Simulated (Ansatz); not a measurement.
Runs of Ansatz 0.2.0 on NbAs. Symmetry: I4_1md, No. 109, tetragonal system. The conventional cell has a = 3.452 Å, b = 3.452 Å, c = 11.680 Å, α = 90.00°, β = 90.00°, γ = 90.00°. Nb (site symmetry 2mm) has 6 As at 2.60 to 2.63 Å as nearest neighbours. As (site symmetry 2mm) is surrounded by 6 Nb at 2.60 to 2.63 Å. 

| task | level | spin | cell | k mesh | smearing | points for each segment of the path | gap on the mesh (eV) | pressure (GPa) | relaxed volume (Å³/atom) | largest force (eV/Å) |
| --- | --- | --- | --- | --- | --- | --- | --- | --- | --- | --- |
| relaxation of cell and atoms | PBE | off | relaxed | 11 × 11 × 11 | fermi-dirac 0.05 eV | - | - | 0.0 | 17.72 | - |
| single point | PBE | off | as given | 11 × 11 × 11 | gaussian 0.011 eV | - | (b) | 3.3 | - | 0.30 |
| relaxation of cell and atoms | LDA | off | relaxed | 11 × 11 × 11 | fermi-dirac 0.05 eV | - | - | 0.0 | (a) | - |
| band structure | PBE | SOC, no magnetisation | as given | 8 × 8 × 8 | fermi-dirac 0.05 eV | 14 | none | 3.3 | - | 0.30 |
| band structure | LDA | off | as given | 11 × 11 × 11 | fermi-dirac 0.05 eV | 14 | none | -5.5 | - | 0.28 |
| band structure | PBE | off | as given | 11 × 11 × 11 | fermi-dirac 0.05 eV | 14 | none | 3.3 | - | 0.30 |

Alike in all rows: potentials or basis Ansatz PAW; cutoff (eV) 420.

**Question.** Estimate the missing entries.

**Answer.** (a) 16.84; (b) 0.02.

Caveats: the plane-wave basis is chosen anew once the cell has moved, so the energies of steps on either side of that aren't comparable (some runs); the PAW data sets come from PBE, with cores solved anew for the run's functional, which leaves a small shift of forces and pressure (some runs); odd divisions of the mesh miss points on the zone boundary, where band edges often lie, so the gap on the mesh can be too wide (some runs).

A k mesh can miss the band edges, and rows without SOC leave out spin-orbit coupling on As, Nb.

A gap of «none» marks a metal or a gap under the smearing width.
